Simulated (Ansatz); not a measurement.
**MnAs (zincblende structure)**

Level of theory: DFT, PBE, scalar-relativistic, collinear spin; plane waves to 420 eV with PAW datasets (Ansatz 0.2.0), Γ-centred 12×12×12 mesh, 0.05 eV Gaussian smearing. The datasets are Ansatz's generated set soft_2.

```yaml
crystal:
  lattice:
    - [0.00000, 2.82995, 2.82995]
    - [2.82995, 0.00000, 2.82995]
    - [2.82995, 2.82995, 0.00000]
  atoms:
    - { symbol: Mn, position: [0.00000, 0.00000, 0.00000] }
    - { symbol: As, position: [0.25000, 0.25000, 0.25000] }
```

The start was a prototype's sites filled with these elements. The Crystallography Open Database lists the compound in space group Pnma, so this is a trial structure.

Magnetic state: ferromagnetic, site spin moments Mn 3.52; As -0.15 μB.

Cell and atoms are those of this level's equilibrium.

The cell has space group F-43m (read at 0.01 Å). In it the stress is -0.01, -0.01, -0.01, 0.00, 0.00, 0.00 GPa and the largest force component 0.000 eV/Å. Each change below starts from this cell, without further relaxation. Stress is in GPa, positive in compression, in the order xx, yy, zz, yz, xz, xy; energies are counted from the cell above and are free energies with the smearing's entropy, which match forces and stress in a metal.

**Question.** What happens when atom 2 (As) is moved by 0.02 Å along z?

**Answer.** The energy changes by 1.4 meV per cell, and the force on it along the shift is -0.136 eV/Å (−F/u = 6.79 eV/Å²). Stress: 0.01, 0.01, 0.00, 0.00, 0.00, -0.61.
| atom | Fx (eV/Å) | Fy | Fz |
| --- | --- | --- | --- |
| Mn1 | 0.000 | 0.000 | 0.136 |
| As2 | 0.000 | 0.000 | -0.136 |
In a harmonic crystal the energy would rise by −½F·u = ½ × 6.79 × 0.02² eV = 1.4 meV, which matches.

**Question.** One atom was moved along a Cartesian axis, and these forces appeared. Which atom, and about how far?
| atom | Fx (eV/Å) | Fy | Fz |
| --- | --- | --- | --- |
| Mn1 | 0.000 | 0.000 | 0.537 |
| As2 | 0.000 | 0.000 | -0.537 |

**Answer.** Atom 2 (As) is moved by 0.08 Å along z; the energy changes by 21.6 meV per cell. Moving the other atom the opposite way is the same thing.

**Question.** What stress follows from an engineering strain of -1 % in xz, atoms carried along?

**Answer.** 0.01, 0.00, 0.01, 0.00, 0.45, 0.00 GPa; the energy changes by 0.6 meV per cell.
| atom | Fx (eV/Å) | Fy | Fz |
| --- | --- | --- | --- |
| Mn1 | 0.000 | -0.086 | 0.000 |
| As2 | 0.000 | 0.086 | 0.000 |
The change of the stress over the strain gives a clamped-atom stiffness of about 45 GPa for this component.

**Question.** A single strain component, atoms carried along, gave the stress -0.72, -0.62, -0.62, 0.00, 0.00, 0.00. Which component, and about how large?

**Answer.** An engineering strain of 2 % in xx; the energy changes by 2.3 meV per cell.

**Question.** All atoms and the cell are disturbed at random:
```xyz
2
Lattice="0.0098 2.8622 2.8293 2.8607 0.0137 2.8255 2.8501 2.8478 0.0242" Properties=species:S:1:pos:R:3 pbc="T T T"
Mn    0.0584   -0.0183    0.0065
As    1.3717    1.4492    1.4133
```
Give the energy change, the stress and the forces.

**Answer.** 42.3 meV per cell; stress -0.25, 0.24, 0.33, 2.99, -1.29, 0.15 GPa.
| atom | Fx (eV/Å) | Fy | Fz |
| --- | --- | --- | --- |
| Mn1 | -0.665 | 0.274 | 0.017 |
| As2 | 0.665 | -0.274 | -0.017 |

**Question.** All atoms and the cell are disturbed at random:
```xyz
2
Lattice="-0.0024 2.8903 2.9035 2.8204 0.0084 2.8928 2.7920 2.8512 0.0367" Properties=species:S:1:pos:R:3 pbc="T T T"
Mn   -0.0143    0.0486   -0.0102
As    1.4168    1.3889    1.4684
```
Give the energy change, the stress and the forces.

**Answer.** 34.7 meV per cell; stress -0.18, -0.60, -0.28, -1.52, 2.33, -0.35 GPa. Spin moments: Mn 3.57; As -0.13 μB.
```
atom  Fx (eV/Å)      Fy      Fz
 Mn1      0.330  -0.543   0.132
 As2     -0.330   0.543  -0.132
```

The run wasn't fully tested for a lower electronic state. Site moments are of spin, integrated over atomic spheres. The moments were started parallel, and the real magnetic order may be another.
